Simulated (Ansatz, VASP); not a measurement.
## ZnO (zincite) in VASP and in Ansatz

```
CELL_PARAMETERS angstrom
3.18298 0.00000 0.00000
-1.59149 2.75654 0.00000
0.00000 0.00000 5.09944
ATOMIC_POSITIONS crystal
Zn 0.66667 0.33333 0.00000
Zn 0.33333 0.66667 0.50000
O 0.33333 0.66667 0.87901
O 0.66667 0.33333 0.37901
```

Alike in both runs: task single point; functional r2SCAN; dispersion rVV10; k mesh 9 × 9 × 5; occupations fermi-dirac, width 0.05 eV; no spin polarisation.

```csv
,VASP,Ansatz
version,VASP 6.6.1,Ansatz 0.2.0
potentials or method,"VASP PAW PBE potentials, release 64 (Zn, O)",Ansatz PAW
plane-wave cutoff (eV),520,500
valence electrons in the cell,36,36
```

|  | VASP | Ansatz | Ansatz less VASP |
| --- | --- | --- | --- |
| gap on the k mesh at the Fermi level (eV) | 1.27 | 1.27 | -0.002 |
| least direct gap on the mesh (eV) | 1.27 | 1.27 | -0.002 |
| pressure (GPa) | 9.1 | 7.7 | -1.41 |
| largest component of the traceless stress (GPa) | 1.47 | 1.28 | -0.196 |
| rms of the force components (eV/Å) | 0.056 | 0.054 | -0.0022 |

Atom by atom the forces differ by 0.002 eV/Å (rms over components).

Caveats: the PAW data sets were made with another functional, which shifts forces and pressure a little (VASP); odd divisions of the mesh miss points on the zone boundary, where band edges often lie, so the gap on the mesh can be too wide (Ansatz); the PAW data sets come from PBE, with cores solved anew for the run's functional, which leaves a small shift of forces and pressure (Ansatz). r2SCAN opens gaps a little over a GGA but as a rule still falls short of measured ones.
